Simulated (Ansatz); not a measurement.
ZnTe:
```xyz
2
Lattice="0.0000 2.9973 2.9973 2.9973 0.0000 2.9973 2.9973 2.9973 0.0000" Properties=species:S:1:pos:R:3 pbc="T T T"
Te     4.4960     4.4960     4.4960
Zn     0.0000     0.0000     0.0000
```

Relaxed with LDA.

Q: Which orbitals make up the states near the band edges in LDA (plane waves, PAW; program Ansatz)?

A: Top 1 eV of the valence band: Te 5p 90 %, outside the projected shells 5 %. Bottom 1 eV of the conduction band: Zn 4s 42 %, Te 5p 23 %, Te 5s 9 %, outside the projected shells 25 %. Projections are on Löwdin-orthogonalised atomic valence shells; empty p or d shells of many metals are not among them.

Q: Tabulate the density of states.

A: States/eV per cell of 2 atoms, in 0.25 eV bins, energy from the valence-band maximum.

| E (eV) | total | Zn 3d | Te 5p | Zn 4s |
|---|---|---|---|---|
| -7.85 | 0.00 | 0.00 | 0.00 | 0.00 |
| -7.60 | 0.00 | 0.00 | 0.00 | 0.00 |
| -7.35 | 0.00 | 0.00 | 0.00 | 0.00 |
| -7.10 | 23.01 | 21.98 | 0.90 | 0.10 |
| -6.85 | 15.29 | 14.96 | 0.10 | 0.10 |
| -6.60 | 1.70 | 1.56 | 0.02 | 0.02 |
| -6.35 | 0.00 | 0.00 | 0.00 | 0.00 |
| -6.10 | 0.00 | 0.00 | 0.00 | 0.00 |
| -5.85 | 0.00 | 0.00 | 0.00 | 0.00 |
| -5.60 | 0.01 | 0.00 | 0.01 | 0.00 |
| -5.35 | 0.65 | 0.02 | 0.42 | 0.18 |
| -5.10 | 2.95 | 0.13 | 1.68 | 1.02 |
| -4.85 | 1.10 | 0.07 | 0.62 | 0.31 |
| -4.60 | 0.71 | 0.06 | 0.40 | 0.18 |
| -4.35 | 0.53 | 0.04 | 0.30 | 0.12 |
| -4.10 | 0.41 | 0.03 | 0.23 | 0.09 |
| -3.85 | 0.33 | 0.03 | 0.18 | 0.07 |
| -3.60 | 0.27 | 0.02 | 0.16 | 0.05 |
| -3.35 | 0.63 | 0.03 | 0.51 | 0.04 |
| -3.10 | 1.47 | 0.06 | 1.27 | 0.06 |
| -2.85 | 1.27 | 0.05 | 1.08 | 0.06 |
| -2.60 | 1.33 | 0.05 | 1.15 | 0.05 |
| -2.35 | 1.77 | 0.06 | 1.56 | 0.05 |
| -2.10 | 1.79 | 0.06 | 1.59 | 0.04 |
| -1.85 | 1.73 | 0.06 | 1.53 | 0.04 |
| -1.60 | 1.67 | 0.06 | 1.48 | 0.03 |
| -1.35 | 1.64 | 0.06 | 1.46 | 0.02 |
| -1.10 | 1.57 | 0.06 | 1.41 | 0.01 |
| -0.85 | 1.01 | 0.04 | 0.90 | 0.01 |
| -0.60 | 0.64 | 0.03 | 0.57 | 0.00 |
| -0.35 | 0.40 | 0.02 | 0.36 | 0.00 |
| -0.10 | 0.12 | 0.01 | 0.11 | 0.00 |
| 0.15 | 0.00 | 0.00 | 0.00 | 0.00 |
| 0.40 | 0.00 | 0.00 | 0.00 | 0.00 |
| 0.65 | 0.00 | 0.00 | 0.00 | 0.00 |
| 0.90 | 0.00 | 0.00 | 0.00 | 0.00 |
| 1.15 | 0.00 | 0.00 | 0.00 | 0.00 |
| 1.40 | 0.00 | 0.00 | 0.00 | 0.00 |
| 1.65 | 0.01 | 0.00 | 0.00 | 0.01 |
| 1.90 | 0.10 | 0.00 | 0.02 | 0.05 |
| 2.15 | 0.45 | 0.00 | 0.11 | 0.18 |
| 2.40 | 1.02 | 0.00 | 0.24 | 0.34 |
| 2.65 | 1.58 | 0.01 | 0.38 | 0.49 |
| 2.90 | 2.29 | 0.01 | 0.58 | 0.71 |
| 3.15 | 1.57 | 0.00 | 0.39 | 0.49 |
| 3.40 | 1.01 | 0.00 | 0.24 | 0.29 |
| 3.65 | 0.93 | 0.00 | 0.18 | 0.23 |
| 3.90 | 0.88 | 0.00 | 0.13 | 0.18 |
| 4.15 | 0.83 | 0.00 | 0.09 | 0.12 |
| 4.40 | 0.94 | 0.00 | 0.08 | 0.10 |
| 4.65 | 2.53 | 0.00 | 0.19 | 0.16 |
| 4.90 | 1.61 | 0.00 | 0.13 | 0.11 |
| 5.15 | 1.15 | 0.00 | 0.09 | 0.07 |
| 5.40 | 1.49 | 0.00 | 0.10 | 0.07 |
| 5.65 | 1.91 | 0.00 | 0.10 | 0.06 |
| 5.90 | 1.56 | 0.00 | 0.07 | 0.05 |
| 6.15 | 1.40 | 0.00 | 0.07 | 0.06 |

Space group F-43m (zinc blende). The cell was relaxed with LDA under the symmetry of its start; of distortions, only those at the zone centre were tested. Spin–orbit coupling is left out wherever it is not named.

Potentials: the later of the program's two PAW sets.
